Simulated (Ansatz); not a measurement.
# SnTe: the cost of one run

Program: Ansatz 0.2.0. Level of theory: DFT PBE+D3(BJ), scalar-relativistic, plane waves, PAW. These are calculated values, not measurements.

2 further runs of the same task are left out: 2 set aside as unsound or not needed.

## 1. Starting point

Symmetry: Pm-3m, No. 221, cubic system. Conventional cell: a = 3.826 Å, b = 3.826 Å, c = 3.826 Å, α = 90.00°, β = 90.00°, γ = 90.00°. Around Sn (site symmetry m-3m) lie 8 Te at 3.31 Å. Around Te (site symmetry m-3m) lie 8 Sn at 3.31 Å.

As a file:

```cif
data_structure
_symmetry_space_group_name_H-M 'Pm-3m'
_symmetry_Int_Tables_number 221
_cell_length_a 3.8259
_cell_length_b 3.8259
_cell_length_c 3.8259
_cell_angle_alpha 90.000
_cell_angle_beta 90.000
_cell_angle_gamma 90.000
_cell_volume 56.00
loop_
_atom_site_label
_atom_site_type_symbol
_atom_site_symmetry_multiplicity
_atom_site_Wyckoff_symbol
_atom_site_fract_x
_atom_site_fract_y
_atom_site_fract_z
_atom_site_occupancy
Sn1 Sn 1 a 0.00000 0.00000 0.00000 1
Te1 Te 1 b 0.50000 0.50000 0.50000 1
```

It goes back to an entry of the Materials Project, which need not be the stable form.

It is built from the cell relaxed beforehand with the same method (28.00 Å³/atom).

## 2. Reference: the perfect supercell

Contents of input.yaml:

```yaml
crystal:
  lattice:
    - [-3.8258851589, 7.6517703178, 3.8258851589]
    - [3.8258851589, 3.8258851589, 7.6517703178]
    - [3.8258851589, 7.6517703178, -3.8258851589]
  atoms:
    - { symbol: Sn, position: [0.5833333333, 0.3333333333, 0.25] }
    - { symbol: Sn, position: [0.8333333333, 0.3333333333, 0.5] }
    - { symbol: Sn, position: [0.9166666667, 0.6666666667, 0.25] }
    - { symbol: Sn, position: [0.0833333333, 0.3333333333, 0.75] }
    - { symbol: Sn, position: [0.1666666667, 0.6666666667, 0.5] }
    - { symbol: Sn, position: [0.25, 0.0, 0.25] }
    - { symbol: Sn, position: [0.3333333333, 0.3333333333, 0.0] }
    - { symbol: Sn, position: [0.4166666667, 0.6666666667, 0.75] }
    - { symbol: Sn, position: [0.5, 0.0, 0.5] }
    - { symbol: Sn, position: [0.6666666667, 0.6666666667, 0.0] }
    - { symbol: Sn, position: [0.75, 0.0, 0.75] }
    - { symbol: Sn, position: [0.0, 0.0, 0.0] }
    - { symbol: Te, position: [0.9583333333, 0.3333333333, 0.125] }
    - { symbol: Te, position: [0.2083333333, 0.3333333333, 0.375] }
    - { symbol: Te, position: [0.2916666667, 0.6666666667, 0.125] }
    - { symbol: Te, position: [0.4583333333, 0.3333333333, 0.625] }
    - { symbol: Te, position: [0.5416666667, 0.6666666667, 0.375] }
    - { symbol: Te, position: [0.625, 0.0, 0.125] }
    - { symbol: Te, position: [0.7083333333, 0.3333333333, 0.875] }
    - { symbol: Te, position: [0.7916666667, 0.6666666667, 0.625] }
    - { symbol: Te, position: [0.875, 0.0, 0.375] }
    - { symbol: Te, position: [0.0416666667, 0.6666666667, 0.875] }
    - { symbol: Te, position: [0.125, 0.0, 0.625] }
    - { symbol: Te, position: [0.375, 0.0, 0.875] }
  symmetry: { detect: false }
basis:
  ecutwfc: 420
kpoints:
  mp_grid: { grid: [2, 2, 2], shift: [0.5, 0.5, 0.5] }
hamiltonian:
  xc: pbe
  dispersion: d3bj
scf:
  occupations: { method: gaussian, width: 0.1 }
output:
  forces: true
  stress: true
  eigenvalues: true
```

Command:

```
ansatz run input.yaml --threads 4 --pin off --max-ram 9216MiB --backend cpu --events-out ev --progress --plain --runs-dir out
```

**Question.** How long does this run take on 4 threads of AMD EPYC 9R45 (Zen 5), shared host, and how much memory does it need?

About 6.9 s, with a peak of 2.7 GiB.
